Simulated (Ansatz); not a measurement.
# SnO2 as a strained film

Level of theory: Ansatz 0.2.0, DFT PBEsol, scalar-relativistic, plane waves, PAW. Settings: 420 eV cutoff, 6×6×8 k-mesh, Gaussian smearing of 0.02 eV, no spin polarisation.

The relaxed crystal:

```
CELL_PARAMETERS angstrom
4.76866 0.00000 0.00000
0.00000 4.77007 0.00000
0.00000 0.00000 3.21198
ATOMIC_POSITIONS crystal
Sn 0.50000 0.50000 0.50000
Sn 0.00000 0.00000 0.00000
O 0.30621 0.30635 0.00000
O 0.80621 0.19365 0.50000
O 0.19379 0.80635 0.50000
O 0.69379 0.69365 0.00000
```

The a-b plane is strained alike in both directions, as on a substrate, while c and the atoms relax within the symmetry that the strain leaves. Stress is positive in compression; energies are free energies at the smearing used, per atom.

```csv
strain (%),c (Å),σ in plane (GPa),ΔE (meV/atom)
-6.0,3.3845,20.16,87.49
-4.0,3.3187,12.93,37.77
-2.0,3.2613,6.16,9.12
+0.0,3.2120,-0.01,0.00
+2.0,3.1700,-5.34,8.42
+4.0,3.1350,-9.69,31.87
+6.0,3.1061,-12.91,67.19
```

Problem. Get the biaxial modulus twice, from the stresses and from the energies of the innermost pair.

Solution. From stress: M = −Δσ/Δε = (6.16 − (-5.34)) / 0.040 = 288 GPa. Two in-plane directions each store σε/2, so the energy density is Mε²: M = (mean ΔE)/(V ε²) = 8.77 meV / (12.177 Å³ × 0.020²) × 0.16022 GPa Å³/meV = 288 GPa. The two agree.

Problem. How well does Mε², with M from the stresses, predict the outermost points?

Solution. 78.7 meV predicted against 87.5 computed at -6.0 %; 78.7 meV predicted against 67.2 computed at +6.0 %. Compression costs more than stretching, the usual sign of bonds that stiffen as they shorten.

Problem. How does c respond, and up to what thickness can a film with 1 % or 2 % misfit stay coherent on a thick substrate?

Solution. c answers with ε_c = −0.71 ε. In an isotropic solid that ratio is 2ν/(1 − ν), so ν = r/(2 + r) = 0.26. A film of thickness h stores Mε²h per area, 28.8 mJ/m² per nm at 1 %. The Matthews–Blakeslee balance for pure edge misfit dislocations, h = b/(8πf(1 + ν)) × (ln(h/b) + 1), with b taken as the in-plane vector a = 4.77 Å, solved by iteration, gives 5.1 nm at f = 1 % and 1.7 nm at 2 %. This is an isotropic estimate in which the moduli cancel; the real Burgers vector, glide system, anisotropy and slow kinetics can shift it by a factor of a few, mostly upward.